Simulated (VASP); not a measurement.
A run of VASP 6.6.1 is set up as follows.

The input INCAR:

```
  PREC = Accurate
  ENCUT = 300
  EDIFF = 1E-6
  ISMEAR = 0
  SIGMA = 0.03
  LREAL = F
  LASPH = T
  NELM = 80
  ALGO = Normal
  ISIF = 3
  LWAVE = F
  LCHARG = F
  GGA = PE
  IBRION = 2
  NSW = 90
  EDIFFG = -0.01
```

KPOINTS

```
Automatic mesh
0
Gamma
  5 5 5
```

The input POSCAR:

```
NaH
1.0
    0.0000000000      2.4400000000      2.4400000000
    2.4400000000      0.0000000000      2.4400000000
    2.4400000000      2.4400000000      0.0000000000
Na H
1 1
Direct
    0.0000000000      0.0000000000      0.0000000000
    0.5000000000      0.5000000000      0.5000000000
```

Potentials or basis: VASP PAW PBE potentials, release 64 (Na_pv, H_s).

The run is started by

```console
$ cat potpaw_PBE.64/Na_pv/POTCAR potpaw_PBE.64/H_s/POTCAR > POTCAR
$ mpirun -np 1 vasp_std > vasp.out
```

Task: What does it give for the space group after relaxing (to 0.05 Å)?

Result: Fm-3m (No. 225).

Task: Predict the relaxed volume.

Result: 13.96 Å³/atom.

Task: Predict the band gap on the k mesh.

Result: 4.64 eV, indirect (least direct gap 5.13 eV).

Task: Predict the relaxed cell.

Result: a = 3.405 Å, b = 3.405 Å, c = 3.405 Å, α = 60.00°, β = 60.00°, γ = 60.00°.

The path:
| step | energy change (eV) | largest force (eV/Å) | pressure (GPa) | volume (Å³) |
| --- | --- | --- | --- | --- |
| 1 | 0.0000 | 0.0000 | -0.94 | 29.05 |
| 2 | -0.0018 | 0.0000 | -0.65 | 28.70 |
| 3 | -0.0032 | 0.0000 | 0.04 | 27.92 |

Caveat: the k mesh is coarse (spacing up to 0.45 Å⁻¹), so the values aren't converged; the cutoff is under 1.25 times the usual one of these potentials, so pressure, stress and relaxed cells hold a basis-set (Pulay) error; an odd mesh through Γ misses points on the zone boundary, where band edges often lie.
